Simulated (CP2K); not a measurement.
Runs of CP2K 2026.2 on AlN. Symmetry: P6_3mc, No. 186, hexagonal system. The conventional cell has a = 3.113 Å, b = 3.113 Å, c = 4.981 Å, α = 90.00°, β = 90.00°, γ = 120.00°. Al (site symmetry 3m) has 4 N at 1.89 Å as nearest neighbours. N (site symmetry 3m) is surrounded by 4 Al at 1.89 Å. 

```csv
level,potentials or basis,smearing,NGRIDS,points a segment of the path (NPOINTS),bands added on the path,CUTOFF of the grids,gap on the mesh (eV),pressure (GPa),largest force (eV/Å)
PBEsol,"POTENTIAL_UZH Al GTH-PBE-q3, N GTH-PBE-q5; TZVP-MOLOPT-PBE-GTH basis",fermi-dirac 0.01 eV,5,10,4,450 Ry,4.12,(a),-
LDA,"GTH_POTENTIALS Al GTH-PADE-q3, N GTH-PADE-q5; TZVP-MOLOPT-PBE-GTH basis",fermi-dirac 0.05 eV,5,8,2,450 Ry,4.25,-5.8,0.11
TB-mBJ,"POTENTIAL_UZH Al GTH-PBE-q3, N GTH-PBE-q5; TZVP-MOLOPT-PBE-GTH basis",fermi-dirac 0.01 eV,5,10,6,675 Ry,4.95,-,-
r2SCAN,"POTENTIAL_UZH Al GTH-SCAN-q3, N GTH-SCAN-q5; TZVP-MOLOPT-SCAN-GTH basis",fermi-dirac 0.0259 eV,4,10,2,675 Ry,4.89,-3.4,(b)
```

Alike in all rows: task band structure; no spin polarisation; cell as given; k mesh 10 × 10 × 6.

Problem. Estimate the missing entries.

Solution. (a) 2.4; (b) 0.14.

Caveats: the basis of atomic orbitals isn't converged, which shifts pressures, moduli and gaps; the potentials were made for another functional, which shifts forces and pressure (some runs); the forces don't sum to zero, a sign of grid noise (some runs); this is a model potential without an energy functional, so only levels have meaning (some runs).

Runs at the PBE level aren't shown here.
